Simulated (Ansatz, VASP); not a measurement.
**Two plane-wave programs on Cs**

File INCAR:

```
ALGO = Normal ; EDIFF = 1E-6
ENCUT = 520 ; ISIF = 2
ISMEAR = 0 ; LASPH = T
LCHARG = F ; LREAL = F
LWAVE = F ; NBANDS = 10
NELM = 100 ; PREC = Accurate
SIGMA = 0.15
```

KPOINTS

```
k-points
0
Gamma
  12 12 12
```

POSCAR

```
Cs
1.0
   -3.2643000000      3.2643000000      2.7807000000
    3.2643000000     -3.2643000000      2.7807000000
    3.2643000000      3.2643000000     -2.7807000000
Cs
1
Direct
    0.0000000000      0.0000000000      0.0000000000
```

Input for Ansatz:

```yaml
crystal:
  lattice:
    - [-3.2643, 3.2643, 2.7807]
    - [3.2643, -3.2643, 2.7807]
    - [3.2643, 3.2643, -2.7807]
  atoms:
    - { symbol: Cs, position: [0.0, 0.0, 0.0] }
basis:
  ecutwfc: 420
kpoints:
  mp_grid: { grid: [12, 12, 12] }
hamiltonian:
  xc: lda
scf:
  occupations: { method: gaussian, width: 0.15 }
output:
  forces: true
  stress: true
  eigenvalues: true
```

Change from the starting cell: strain +0.080 along x and y, -0.080 along z, atoms carried along.

Alike in both runs: task single point; functional LDA; k mesh 12 × 12 × 12; occupations gaussian, width 0.15 eV; no spin polarisation.

```csv
,VASP,Ansatz
version,VASP 6.6.1,Ansatz 0.2.0
potentials or method,"VASP PAW LDA potentials, release 64 (Cs_sv)","scalar-relativistic, plane waves, PAW"
plane-wave cutoff (eV),520,420
valence electrons in the cell,9,9
```

|  | VASP | Ansatz | Ansatz less VASP |
| --- | --- | --- | --- |
| gap on the k mesh at the Fermi level (eV) | none | none | - |
| pressure (GPa) | -0.4 | -0.4 | +0.01 |
| largest component of the traceless stress (GPa) | 0.06 | 0.06 | -0.001 |

A gap of «none» marks a metal or a gap that the smearing closes.

The runs have no spin-orbit coupling, so splittings on Cs are missing.
